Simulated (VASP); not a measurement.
# NaI (Fm-3m) in VASP: a series of runs, part 2 of 2

VASP 6.6.1. Earlier steps stand in the parts before.

## Step 3: Single point, PBE

File INCAR:

```
  PREC = Accurate
  ENCUT = 520
  EDIFF = 1E-7
  ISMEAR = 0
  SIGMA = 0.023
  LREAL = F
  LASPH = T
  NELM = 100
  ALGO = Fast
  ISIF = 2
  LWAVE = F
  LCHARG = F
  GGA = PE
```

File KPOINTS:

```
Automatic mesh
0
Gamma
  7 7 7
```

File POSCAR:

```
NaI
1.0
    0.0000000000      3.2364000000      3.2364000000
    3.2364000000      0.0000000000      3.2364000000
    3.2364000000      3.2364000000      0.0000000000
I Na
1 1
Direct
    0.5000000000      0.5000000000      0.5000000000
    0.0000000000      0.0000000000      0.0000000000
```

Potentials or basis: VASP PAW PBE potentials, release 64 (I, Na_pv).

The run is started by

```console
> cat potpaw_PBE.64/I/POTCAR potpaw_PBE.64/Na_pv/POTCAR > POTCAR
> mpirun -np 1 vasp_std > vasp.out
```

OUTCAR:

```text
PREC = Accurate
   ENCUT = 520
   EDIFF = 1E-7
   ISMEAR = 0
   LREAL = F
   LASPH = T
   NELM = 100
   ISIF = 2
   GGA = PE

 ion  position               nearest neighbor table
   1  0.500  0.500  0.500-
   2  0.000  0.000  0.000-

  LATTYP: Found a face centered cubic cell.
 ALAT       =     6.4728000000

  Lattice vectors:

 A1 = (   0.0000000000,   3.2364000000,   3.2364000000)
 A2 = (   3.2364000000,   0.0000000000,   3.2364000000)
 A3 = (   3.2364000000,   3.2364000000,   0.0000000000)

Analysis of symmetry for initial positions (statically):
=====================================================================
 Subroutine PRICEL returns:
 Original cell was already a primitive cell.

 Routine SETGRP: Setting up the symmetry group for a
 face centered cubic supercell.

 Subroutine GETGRP returns: Found 48 space group operations
 (whereof 48 operations were pure point group operations)
 out of a pool of 48 trial point group operations.

The static configuration has the point symmetry O_h .

Analysis of symmetry for dynamics (positions and initial velocities):
=====================================================================
 Subroutine PRICEL returns:
 Original cell was already a primitive cell.

 Routine SETGRP: Setting up the symmetry group for a
 face centered cubic supercell.

 Subroutine GETGRP returns: Found 48 space group operations
 (whereof 48 operations were pure point group operations)
 out of a pool of 48 trial point group operations.

The dynamic configuration has the point symmetry O_h .

 Subroutine INISYM returns: Found 48 space group operations
 (whereof 48 operations are pure point group operations),
 and found     1 'primitive' translations

----------------------------------------------------------------------------------------

                                     Primitive cell

  volume of cell :      67.7980
[... 111 lines left out ...]
   AEXX    =    0.0000 exact exchange contribution
   IVDW    =     0    specifies the selected vdW correction
   LEPSILON=     F    determine dielectric tensor
   LRPA    =     F    only Hartree local field effects (RPA)
 non-spin polarized calculation
 RMM-DIIS sequential band-by-band and
 Gauss-broadening in eV      SIGMA  =   0.02
  energy-cutoff  :      520.00
  volume of cell :       67.80
 maximum number of plane-waves:      1841
 NGX is ok and might be reduce to    36
   NGX = 17   NGY = 17   NGZ = 17

 number of electron      13.9999993 magnetization

 Free energy of the ion-electron system (eV)
  ---------------------------------------------------
  ext. energy  EPLUGINS =         0.00000000
  ---------------------------------------------------
  free energy    TOTEN  =        -5.38505412 eV

  energy without entropy =       -5.38505412  energy(sigma->0) =       -5.38505412

 E-fermi :   0.9525     XC(G=0):  -7.7046

 val. band max:        0.8066887931   @ k =   0.0000   0.0000   0.0000
 cond. band min:       4.4473792527   @ k =   0.0000   0.0000   0.0000
 fundamental gap:      3.6406904596
 Fermi energy:         0.9524988241

 k-point     1 :       0.0000    0.0000    0.0000
  band No.  band energies     occupation
      1     -21.6322      2.00000
      2     -21.6322      2.00000
      3     -21.6322      2.00000
      4     -10.2108      2.00000
      5       0.8067      2.00000
      6       0.8067      2.00000
      7       0.8067      2.00000
      8       4.4474      0.00000
      9       8.7362      0.00000
     10       8.7362      0.00000
     11       8.7362      0.00000
[... 253 lines left out ...]
 k-point    20 :      -0.2857    0.4286    0.1429
  band No.  band energies     occupation
      1     -21.6351      2.00000
      2     -21.6351      2.00000
      3     -21.6336      2.00000
      4      -9.8184      2.00000
      5      -0.6784      2.00000
      6      -0.6182      2.00000
      7       0.0521      2.00000
      8       6.5222      0.00000
      9       7.8246      0.00000
     10       8.7432      0.00000
     11       9.1065      0.00000

------------------------ aborting loop because EDIFF is reached ----------------------------------------

  FORCE on cell =-STRESS in cart. coord.  units (eV):
  Direction    XX          YY          ZZ          XY          YZ          ZX
  --------------------------------------------------------------------------------------
  -------------------------------------------------------------------------------------
  Total        0.1808979      0.1808979      0.1808979      0.0000000      0.0000000      0.0000000
  in kB        4.2749154      4.2749154      4.2749154      0.0000000      0.0000000      0.0000000
  external PRESSURE =       4.2749154 kB  Pullay stress =       0.0000000 kB

 VOLUME and BASIS-vectors are now :
 -----------------------------------------------------------------------------
  energy-cutoff  :      520.00
  volume of cell :       67.80
      direct lattice vectors                 reciprocal lattice vectors
     0.000000000  3.236400000  3.236400000    -0.154492646  0.154492646  0.154492646
     3.236400000  0.000000000  3.236400000     0.154492646 -0.154492646  0.154492646
     3.236400000  3.236400000  0.000000000     0.154492646  0.154492646 -0.154492646

 POSITION                                       TOTAL-FORCE (eV/Angst)
 -----------------------------------------------------------------------------------
      3.23640      3.23640      3.23640         0.000000      0.000000      0.000000
      0.00000      0.00000      0.00000         0.000000      0.000000     -0.000000
 -----------------------------------------------------------------------------------
    total drift:                                0.000000      0.000000      0.000000

  FREE ENERGIE OF THE ION-ELECTRON SYSTEM (eV)
  ---------------------------------------------------
  free  energy   TOTEN  =        -5.3850541235 eV

  energy  without entropy=       -5.3850541235  energy(sigma->0) =       -5.38505412
```

It took 34 s on 1 thread of Intel Xeon Platinum 8375C at 2.90GHz (Ice Lake), shared host; peak memory 0.2 GiB.

What came out:

* Free energy: -5.3851 eV
* Pressure: 0.4 GPa
* Band gap on the k mesh: 3.64 eV, direct

Caveat: spin-orbit coupling is left out, which moves the levels of the heavy elements. Expect the measured gap to be larger: semilocal functionals such as PBE lack the derivative discontinuity.

## Step 4: Single point, PBE

File INCAR:

```
ALGO = Normal
EDIFF = 1E-6
ENCUT = 500
GGA = PE
ISIF = 2
ISMEAR = 0
LASPH = True
LCHARG = True
LELF = True
LREAL = False
LVHAR = True
LWAVE = False
NELM = 100
PREC = Accurate
SIGMA = 0.02
```

File KPOINTS:

```
k-points
0
Gamma
  3 3 3
```

POSCAR is that of step 3.

Potentials or basis: VASP PAW PBE potentials, release 64 (I_GW, Na_sv_GW).

The run is started by

```console
> cat potpaw_PBE.64/I_GW/POTCAR potpaw_PBE.64/Na_sv_GW/POTCAR > POTCAR
> mpirun -np 1 vasp_std > vasp.out
```

It took 5.4 s on 1 thread of AMD EPYC 9R45 (Zen 5), shared host; peak memory 0.17 GiB.

The run converged. Its results:

```
Free energy            : -7.4253 eV
Pressure               : 0.6 GPa
Band gap on the k mesh : 3.63 eV, direct
```

Levels at points of the mesh, in eV from the valence-band top:
```csv
k point,band 6,band 7,band 8,band 9,band 10,band 11
"(0.00, 0.00, 0.00)",0.00,0.00,0.00,3.63,7.95,7.95
```

Caveat: the k mesh is coarse (spacing up to 0.56 Å⁻¹), so the values aren't converged; spin-orbit coupling is left out, which moves the levels of the heavy elements. As with any semilocal functional, this PBE gap is likely too small.

## Step 5: For comparison

An earlier run on the cell as given: functional PBE; potentials or basis VASP PAW PBE potentials, release 64 (I, Na_pv); cutoff 520 eV; k mesh 7 × 7 × 7; occupations fermi-dirac, width 0.05 eV; no spin polarisation.

* Pressure: 0.4 GPa
* Band gap on the k mesh: 3.64 eV, direct

## Step 6: Summary

```tsv
potentials or basis	k mesh	cutoff (eV)	smearing	mesh quality	gap on the mesh (eV)	pressure (GPa)
VASP PAW PBE potentials, release 64 (I, Na_pv)	7 × 7 × 7	520	gaussian 0.025 eV	not flagged	3.64	0.4
VASP PAW PBE potentials, release 64 (I, Na_pv)	7 × 7 × 7	520	gaussian 0.023 eV	not flagged	3.64	0.4
VASP PAW PBE potentials, release 64 (I_GW, Na_sv_GW)	3 × 3 × 3	500	gaussian 0.02 eV	coarse	3.63	0.6
VASP PAW PBE potentials, release 64 (I, Na_pv)	7 × 7 × 7	520	fermi-dirac 0.05 eV	not flagged	3.64	0.4
```

Alike in all rows: task single point; level PBE; no spin polarisation; cell as given.

Caveats: some runs use coarse meshes; spin-orbit coupling is left out, which moves the levels of the heavy elements.

Total energies depend on the potentials used, so only differences within one code and one set of settings carry meaning.
